Lead sulfide, PbS, is an infrared detector material with a small band gap, so an error of 0.1 eV in a calculated gap matters. Replacing the density functional, the approximate rule for electron exchange and correlation, can move the gap by more than that while every atom stays in place. Can the kind of functional tell us the gap before the calculation is run?

ABINIT 10.8.3, plane-wave Kohn–Sham DFT of rock-salt PbS in a fixed two-atom cell (conventional edge 5.9315 Å), without spin polarisation or spin–orbit coupling. All rows use an 8 × 8 × 8 k mesh and Fermi–Dirac occupations with a smearing width of 0.05 eV. The gaps are taken along the path Γ–X–W–K–Γ–L–U–W–L–K.

| functional | potentials | wave cutoff | gap on path (eV) | direct gap on path (eV) |
| --- | --- | --- | --- | --- |
| LDA | PseudoDojo-NC-SR-LDA-v0.4.1-standard | 761.919 eV | ? | ? |
| PBEsol | PseudoDojo-NC-SR-PBEsol-v0.4.1-standard | 761.919 eV | ? | ? |
| revPBE | JTH-PAW-PBE-v2.0-sp | 544.228 eV | ? | ? |
| BLYP | JTH-PAW-PBE-v2.0-sp | 544.228 eV | ? | ? |
| AM05 | JTH-PAW-PBE-v2.0-sp | 544.228 eV | 0.354 | 0.354 |
| HCTH407 | JTH-PAW-PBE-v2.0-sp | 544.228 eV | 0.845 | 0.845 |
| HLE16 | JTH-PAW-PBE-v2.0-sp | 544.228 eV | 1.758 | 1.758 |
| LDA-Teter | JTH-PAW-LDA-v2.0-sp | 544.228 eV | 0.256 | 0.256 |
| LDA-VWN | JTH-PAW-LDA-v2.0-sp | 544.228 eV | 0.260 | 0.260 |
| PW91 | JTH-PAW-PBE-v2.0-sp | 544.228 eV | 0.390 | 0.390 |
| SOGGA | JTH-PAW-PBE-v2.0-sp | 544.228 eV | 0.229 | 0.229 |
| rPW86PBE | JTH-PAW-PBE-v2.0-sp | 544.228 eV | 0.414 | 0.414 |

The column "gap on path" gives the smallest energy from filled to empty bands along the chosen path of wave vectors. "Direct gap on path" requires both states to have the same wave vector, and the two agree in every row whose result is given. "Potentials" names the datasets that stand in for the inner electrons, and "wave cutoff" limits the fineness of the plane-wave basis.

**Why the functional moves the gap**

In PbS the filled band edge consists mainly of sulfur 3p states mixed with lead 6s, while the empty edge is mainly lead 6p. A potential that favours electrons near sulfur should therefore lower the filled edge relative to the empty one and open the gap. Local-density functionals see only the density at each point. Gradient functionals also respond to how quickly it changes, which alters the potential differently around sulfur and around lead.

This picture gives only a direction, because lead 6s also pushes the filled edge upward, so a shift between the two atoms moves both edges.

The calculated charges give this picture only weak support. In the eight rows with known gaps, the electron count inside a fixed sphere around sulfur rises in the same order as the gap, from 3.47 in SOGGA to 3.74 in HLE16. But the count around lead is also higher in HLE16 than in SOGGA, 2.6322 against 2.5174. Electrons can thus gather closer to both atoms, and the sulfur count alone does not show a shift from lead to sulfur.

**A forecast from close relatives**

Functionals built alike should produce similar potentials. The simple model therefore gives a new functional the average gap of its two known relatives:

$$E_{\mathrm{new}}\approx\frac{E_1+E_2}{2}.$$

Here $E_{\mathrm{new}}$ is the forecast gap, and $E_1$ and $E_2$ are the relatives' gaps. For revPBE, an ordinary gradient functional, the relatives are PW91 and rPW86PBE: $(0.390+0.414)/2=0.402$ eV. BLYP gets the same average. LDA takes the mean of the two known local-density rows, and PBEsol that of AM05 and SOGGA, which were also designed for solids.

HCTH407 and HLE16 do not enter these averages. HCTH407 has a flexible form fitted to molecules; HLE16 strengthens its exchange and halves its correlation, and its potentials are flagged as unfit for so strong a change. The forecasts, with judged ranges instead of statistical errors, are:

- LDA: about 0.26 ± 0.08 eV, because its datasets differ from those of its relatives.
- PBEsol: about 0.29 ± 0.10 eV, because its relatives disagree and its datasets differ too.
- revPBE: about 0.40 ± 0.05 eV.
- BLYP: about 0.40 ± 0.10 eV, because its correlation part has no close relative among the known rows.

The expected order is LDA, then PBEsol, then revPBE and BLYP together.

The withheld rows as computed:

| functional | potentials | wave cutoff | gap on path (eV) | direct gap on path (eV) |
| --- | --- | --- | --- | --- |
| LDA | PseudoDojo-NC-SR-LDA-v0.4.1-standard | 761.919 eV | 0.241 | 0.241 |
| PBEsol | PseudoDojo-NC-SR-PBEsol-v0.4.1-standard | 761.919 eV | 0.261 | 0.261 |
| revPBE | JTH-PAW-PBE-v2.0-sp | 544.228 eV | 0.458 | 0.458 |
| BLYP | JTH-PAW-PBE-v2.0-sp | 544.228 eV | 0.519 | 0.519 |

**Two hits and two misses**

LDA and PBEsol fall inside their ranges, at 0.241 and 0.261 eV. The LDA hit is an easy one: all three local-density rows are versions of the same functional, so it mainly tests the change of datasets, which moved the gap by only about 0.02 eV from the mean of the other two, even though the lead dataset now treats 14 electrons explicitly instead of 4. PBEsol lies a similar amount above LDA, with both using the same type of potential. For this pair, a gradient correction made for solids opens the gap only slightly.

revPBE comes out at 0.458 eV, just above its range. Its two relatives agreed closely, but that agreement gave too small a picture of the family's spread. revPBE and rPW86PBE share the same correlation, datasets and cell, so their difference of $0.458-0.414=0.044$ eV comes from exchange.

The sulfur charge gives no warning of this miss: revPBE has 3.5089 electrons in the sphere and PW91 has 3.5092, although the revPBE gap is 0.068 eV larger. The energy levels say more. The gap lies at the wave vector called L, where symmetry keeps two of the three sulfur 3p levels free of lead 6s and 6p. Measured from those two levels, the empty edge is 0.093 eV higher in revPBE than in PW91, but the filled edge is also 0.025 eV higher. The difference is the 0.068 eV by which the gap grows. The other levels at L show where this comes from. On the same scale, the deep filled level expected to be mainly lead 6s is 0.057 eV higher in revPBE, and the pair of empty lead 6p levels above the edge is 0.060 eV higher. Lead levels have thus moved up against sulfur 3p, and the raised lead 6s fits the stronger push on the filled edge that takes back part of the gain. The empty edge rises by 0.093 eV, more than the lead 6p pair, so this shift between the atoms accounts for only about two thirds of its rise.

BLYP misses by more: its gap is 0.519 eV, also above its range. Its exchange resembles that of PW91 at moderate gradients, so its different correlation part is one candidate for the larger gap. Exchange is another: the two forms part at larger gradients, and exchange alone moved the gap by 0.044 eV in the pair above. The table does not separate the two. A calculation combining BLYP's exchange with PBE correlation would test it. The expected order survives in part, but revPBE and BLYP do not lie together.

**Why one strength is not enough**

It is tempting to replace the families by a single number: how much a functional strengthens exchange at one chosen density gradient. A straight line in rough values of that number, fitted to the same six known rows, does worse for all four withheld gaps, although it does slightly better when each known row is left out in turn (typical miss 0.0674 against 0.0735 eV). That ranking belongs to the gradient chosen here, a moderate one; a line drawn at a larger gradient would be expected to rank the two models differently. The clearer failure is HCTH407, which the line puts at only about 0.32 eV, against a calculated 0.845 eV.

The likely reason lies in the step from energy to potential. Electrons respond to how the energy changes when the density changes, so the slope and curvature of the functional matter as well as its strength at one point. Correlation contributes its own potential. Two functionals can therefore strengthen exchange by similar amounts and still place the band edges differently. SOGGA and HCTH407 are such a pair: their rough strengths are nearly equal at the chosen gradient, but HCTH407 exchange starts above the local value, climbs more steeply at large gradients and comes with a different correlation, and the gaps are 0.229 and 0.845 eV.

The family average also fails for HCTH407, giving less than half its calculated gap. A broad label such as "gradient functional" is thus too coarse for a forecast. The useful question is whether exchange and correlation both have close relatives among the known results.

**What to do with the result**

Use a family average to plan a calculation or to spot a suspicious result. Run the calculation itself when 0.1 eV matters, or when either part of the functional is unfamiliar. Compare functionals on the same datasets where possible: SOGGA's small deficit against the known local-density rows also contains a change of datasets.

Do not choose a functional for PbS because its gap here matches experiment. Spin–orbit coupling, the link between an electron's spin and its motion, is missing from every row. It is strong in lead and is expected to lower the empty edge by an amount comparable to most of these gaps. Functionals of this kind, on the other hand, usually make gaps too small, so a match at this level would rest on two opposite errors. Include spin–orbit coupling before judging a functional against a measurement.

The cell is also the same for every functional, although each would prefer a somewhat different volume. The computed pressures show that LDA would shrink this cell and BLYP would expand it. Compression narrows the PbS gap, so relaxing the cells should move these two gaps further apart, and it could change close orderings elsewhere. The forecasts apply to this fixed cell; the printed output below gives both fits and their misses.

Printed output of the fit:

```
fit of g on 6 rows (reshaped < 0.5): constant 0.258 +/- 0.037, coefficient of soft 0.0335 +/- 0.052, coefficient of full 0.144 +/- 0.052; rms 0.0368, worst SOGGA 0.0625, leave-one-out rms 0.0735
  rows outside the fit (model, value, miss): LDA 0.258, 0.241, 0.017; PBEsol 0.2915, 0.261, 0.0305; revPBE 0.402, 0.458, -0.056; BLYP 0.402, 0.519, -0.117; HCTH407 0.402, 0.845, -0.443; HLE16 0.402, 1.758, -1.36
fit of g on 6 rows (reshaped < 0.5): constant 0.2658 +/- 0.037, coefficient of fx 0.5712 +/- 0.3; rms 0.0518, worst SOGGA 0.0996, leave-one-out rms 0.0674
  rows outside the fit (model, value, miss): LDA 0.2658, 0.241, 0.0248; PBEsol 0.3286, 0.261, 0.0676; revPBE 0.3743, 0.458, -0.0837; BLYP 0.3686, 0.519, -0.15; HCTH407 0.3229, 0.845, -0.522; HLE16 0.4771, 1.758, -1.28
Low ends of forecasts for LDA, PBEsol, revPBE, BLYP (eV): LDA 0.178, PBEsol 0.1915, revPBE 0.352, BLYP 0.302
High ends of forecasts for LDA, PBEsol, revPBE, BLYP (eV): LDA 0.338, PBEsol 0.3915, revPBE 0.452, BLYP 0.502
Size of miss over half-width, same four rows: LDA 0.2125, PBEsol 0.305, revPBE 1.12, BLYP 1.17
LDA-VWN less LDA-Teter (eV): 0.004
SOGGA less mean of the two PAW local-density rows (eV): -0.029
AM05 less SOGGA (eV): 0.125
rPW86PBE less PW91 (eV): 0.024
HCTH407 less PW91 (eV): 0.455
HLE16 less HCTH407 (eV): 0.913
Rank correlation of gap with sulfur-sphere charge, visible rows: 1
Norm-conserving LDA less mean of the two PAW local-density rows (eV): -0.017
PBEsol less LDA, both norm-conserving (eV): 0.02
revPBE less PW91 (eV): 0.068
BLYP less revPBE (eV): 0.061
```
